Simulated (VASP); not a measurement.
**CaO in VASP 6.6.1, single-point calculation**

INCAR

```
ISIF = 2
NSW = 0
ENCUT = 520
NBANDS = 15
NELM = 95
ISMEER = 0
GGA = PE
EDIFF = 1E-7
LWAVE = .FALSE.
SIGMA = 0.02
PREC = Accurate
LASPH = .TRUE.
LCHARG = .FALSE.
LREAL = .FALSE.
IBRION = -1
```

KPOINTS

```
KPOINTS created by Atomic Simulation Environment
0
Gamma
10 10 10
0 0 0
```

POSCAR

```
Ca O
 1.0000000000000000
     0.0000000000000000    2.3256236101000001    2.4370317782000002
     2.3256236101000001    0.0000000000000000    2.4370317782000002
     2.3256236101000001    2.3256236101000001    0.0000000000000000
 Ca  O
   1   1
Cartesian
  0.0000000000000000  0.0000000000000000  0.0000000000000000
  2.3256236101000001  2.3256236101000001  2.4370317782000002
```

The recommended PBE PAW datasets give the neutral cell 16 valence electrons.

Command

```
mpirun -np 1 vasp_std
```

OSZICAR

```
N       E                     dE             d eps       ncg     rms          rms(c)
DAV:   1     0.126115856664E+03    0.12612E+03   -0.84510E+03  3060   0.110E+03
DAV:   2    -0.935956393667E+01   -0.13548E+03   -0.12546E+03  3803   0.292E+02
DAV:   3    -0.143369993418E+02   -0.49774E+01   -0.49462E+01  3571   0.590E+01
DAV:   4    -0.144652951354E+02   -0.12830E+00   -0.12822E+00  4440   0.843E+00
DAV:   5    -0.144667472653E+02   -0.14521E-02   -0.14521E-02  3542   0.811E-01    0.861E+00
DAV:   6    -0.127955229108E+02    0.16712E+01   -0.49494E+00  3509   0.222E+01    0.345E+00
DAV:   7    -0.127315609046E+02    0.63962E-01   -0.39210E-01  3565   0.661E+00    0.178E+00
DAV:   8    -0.127285520627E+02    0.30088E-02   -0.74224E-02  4005   0.292E+00    0.420E-01
DAV:   9    -0.127268777635E+02    0.16743E-02   -0.49164E-03  3151   0.616E-01    0.107E-01
DAV:  10    -0.127274993481E+02   -0.62158E-03   -0.73890E-04  3769   0.245E-01    0.380E-02
DAV:  11    -0.127274763927E+02    0.22955E-04   -0.64598E-05  3742   0.905E-02    0.104E-02
DAV:  12    -0.127274729840E+02    0.34087E-05   -0.79752E-06  3613   0.316E-02    0.124E-03
DAV:  13    -0.127274730029E+02   -0.18956E-07   -0.42792E-07  3767   0.593E-03
   1 F= -.12727473E+02 E0= -.12727474E+02  d E =0.231918E-05
```

Standard output (part)

```
POSCAR found type information on POSCAR CaO
 POSCAR found :  2 types and       2 ions
 LDA part: xc-table for (Slater+PW92), standard interpolation
 POSCAR, INCAR and KPOINTS ok, starting setup
 WAVECAR not read
 entering main loop
```

From OUTCAR

```
k-points           NKPTS =    102   k-points in BZ     NKDIM =    102   number of bands    NBANDS=     15

   NELECT =      16.0000    total number of electrons

   dimension x,y,z NGX =    28 NGY =   28 NGZ =   24
   dimension x,y,z NGXF=    56 NGYF=   56 NGZF=   48

  energy-cutoff  :      520.00
  volume of cell :       26.36
      direct lattice vectors                 reciprocal lattice vectors
     0.000000000  2.325623610  2.437031778    -0.214996097  0.214996097  0.205167616
     2.325623610  0.000000000  2.437031778     0.214996097 -0.214996097  0.205167616
     2.325623610  2.325623610  0.000000000     0.214996097  0.214996097 -0.205167616

 k-points in reciprocal lattice and weights: KPOINTS created by Atomic Simulation Env
   0.00000000  0.00000000  0.00000000       0.001
   0.10000000 -0.00000000  0.00000000       0.008
   0.20000000 -0.00000000  0.00000000       0.008
   0.30000000  0.00000000  0.00000000       0.008
   0.40000000 -0.00000000  0.00000000       0.008
   0.50000000  0.00000000  0.00000000       0.004
   0.10000000  0.10000000  0.00000000       0.002
   0.20000000  0.10000000  0.00000000       0.008
   ...

 E-fermi :   2.7144

 k-point     1 :       0.0000    0.0000    0.0000
  band No.  band energies     occupation
      1     -34.7676      2.00000
      2     -15.5143      2.00000
      3     -15.4799      2.00000
      4     -15.4799      2.00000
      5     -12.9863      2.00000
      6       2.5659      2.00000
      7       2.6975      2.00003
      8       2.6975      1.99997
      9       7.6971      0.00000
     10       8.7871      0.00000
     11       9.1290      0.00000
     12       9.1290      0.00000
     13      10.4966      0.00000
     14      10.8253      0.00000
     15      18.0717      0.00000

 k-point     2 :       0.1000   -0.0000    0.0000
  band No.  band energies     occupation
      1     -34.7553      2.00000
      2     -15.6794      2.00000
      3     -15.5133      2.00000
      4     -15.4829      2.00000
      5     -12.7909      2.00000
      6       2.2672      2.00000
      7       2.4754      2.00000
      8       2.5382      2.00000
      9       8.1525      0.00000
     10       8.8968      0.00000
     11       9.1833      0.00000
     12       9.2999      0.00000
     13      10.7584      0.00000
     14      11.0976      0.00000
     15      18.5057      0.00000

 k-point     3 :       0.2000   -0.0000    0.0000
  band No.  band energies     occupation
      1     -34.7229      2.00000
      2     -16.0851      2.00000
      3     -15.5373      2.00000
      4     -15.4906      2.00000
      5     -12.3679      2.00000
      6       1.4782      2.00000
      7       2.1045      2.00000
      8       2.1577      2.00000
      9       8.9492      0.00000
     10       9.2665      0.00000
     11       9.6393      0.00000
     12       9.7734      0.00000
     13      11.4332      0.00000
     14      11.7979      0.00000
     15      19.1746      0.00000

 ...

  Total        2.0870710      2.0870710      0.5276818      0.0000000      0.0000000      0.0000000
  in kB      126.8462903    126.8462903     32.0710123      0.0000000      0.0000000      0.0000000
  external PRESSURE =      95.2545310 kB  Pullay stress =       0.0000000 kB

 POSITION                                       TOTAL-FORCE (eV/Angst)
 -----------------------------------------------------------------------------------
      0.00000      0.00000      0.00000         0.000000     -0.000000      0.000000
      2.32562      2.32562      2.43703        -0.000000      0.000000     -0.000000
 -----------------------------------------------------------------------------------
    total drift:                                0.000000      0.000000      0.000000

  FREE ENERGIE OF THE ION-ELECTRON SYSTEM (eV)
  ---------------------------------------------------
  free  energy   TOTEN  =       -12.7274730029 eV

  energy  without entropy=      -12.7274753221  energy(sigma->0) =      -12.72747378
```

It converged. Results: gap between bands v and c on the k mesh 3.53 eV; least direct gap on the k mesh 3.91 eV; pressure 9.5 GPa. Band v is the last that the valence electrons fill when counted band by band, and c is the next.

One setting is odd (misspelt tag), but here it hardly changes the result.

On sound settings PBE gives a gap of 3.53 eV on its mesh and a pressure of 9.5 GPa for the intended cell. This run's energy (σ→0) differs from it by 0 meV an atom.

The run took about 31 s on one core of a shared host (Intel Xeon Platinum 8488C) and held 0.18 GiB at most.
